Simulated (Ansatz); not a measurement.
## P interstitial in GaP

All numbers below come from DFT PBE, scalar-relativistic, plane waves, PAW in Ansatz 0.2.0. (420 eV cutoff, 2×2×2 k-mesh, shifted by half a step, Gaussian smearing of 0.01 eV, collinear spin in charge 0, +2 alone)

Host crystal, relaxed:

```xyz
2
Lattice="0.0000 2.7526 2.7526 2.7526 0.0000 2.7526 2.7526 2.7526 0.0000" Properties=species:S:1:pos:R:3 pbc="T T T"
Ga    0.0000    0.0000    0.0000
P     1.3763    1.3763    1.3763
```

Supercell of 32 atoms, rows in host cell vectors: 1 -3 1; 1 1 1; -3 1 1. Atoms relax at the host's cell from a start displaced at random by 0.06 Å near the defect, so other minima may exist. The cell is small, so energies carry finite-size errors of tenths of an eV. The host's Kohn–Sham gap is 1.58 eV. Atoms are taken from and returned to the elements' standard states. Charged cells are corrected for image charges with the computed static dielectric tensor (mean 12.9) and aligned with the host's potential at far atoms (alignment terms reach 0.57 eV; the program doubts the alignment in some charges, where it is up to 0.57 eV). No band-filling term is added, and the Fermi level counts from the host's valence band top.

Starting moments were lost in some runs.

Defect: P interstitial at (0.500, 0.500, 0.500) of the host cell.

Task: What is the formation energy of the neutral defect?

Result: 5.11 eV.

Task: Does the neutral defect carry a moment, and how do its surroundings relax?

Result: It adds no moment. The nearest neighbours before are 4 P at 2.38 Å, 6 Ga at 2.75 Å; after relaxation the atoms near the site are 3 P at 2.37 Å, 1 P at 2.38 Å, 2 Ga at 2.85 Å, 1 Ga at 2.86 Å, 3 Ga at 2.87 Å; the largest move is 0.11 Å.

Task: Charges +3, +2, +1, 0 were computed. Which is stable where in the gap?

Result: Among the charges computed the stable one is +1 at the valence band top and stays so across the gap. In charge +3, +2 the extra carrier would gain by moving to a band edge of the host, so it isn't bound in the gap, though by less than the errors named above. In charge 0 the cell has partly filled bands: a level of the defect may be part filled, the carrier may sit in the host's bands, or levels may cross between the k points, so transitions that involve it are doubtful. Other sites of the defect weren't tried. Levels between neighbouring charges: (+3/+2) -0.50 eV, (+2/+1) -0.22 eV, (+1/0) 2.01 eV.